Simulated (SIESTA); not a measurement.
The system is Ag.

```
CELL_PARAMETERS angstrom
0.00000 2.04275 2.04275
2.04275 0.00000 2.04275
2.04275 2.04275 0.00000
ATOMIC_POSITIONS crystal
Ag 0.00000 0.00000 0.00000
```

```yaml
Program: SIESTA 5.4.2
Task: single point
Functional: PBEsol
Potentials_or_basis: PseudoDojo 0.4 standard (PBEsol files)
Basis: DZP (energy shift 0.003 Ry; two zetas on semicore shells)
Grid_cutoff: 800 Ry
Energy_shift: 0.003 Ry
k_mesh: 11 × 11 × 11
Occupations: fermi-dirac, width 0.05 eV
Spin: no spin polarisation
```

On this cell: pressure -2.7 GPa; band gap on the k mesh none (metal or under the smearing width).

The same run follows on a disturbed copy (cell strained at random at fixed volume):

```
CELL_PARAMETERS angstrom
-0.00622 2.03863 2.06720
2.01497 0.04695 2.01403
2.08560 2.05608 -0.02368
ATOMIC_POSITIONS crystal
Ag 0.00221 0.02855 0.98957
```

What changes?

The energy (extrapolated to zero smearing) moves by +7.1 meV/atom; pressure -2.2 GPa; band gap on the k mesh none (metal or under the smearing width).

Stress tensor (GPa, compression positive):
```
-1.99 -1.92  1.70
-1.92 -2.18 -0.90
 1.70 -0.90 -2.31
```

Caveats: short orbitals over semicore shells can move pressures by several GPa; the basis of atomic orbitals isn't converged, which shifts pressures, moduli and gaps.
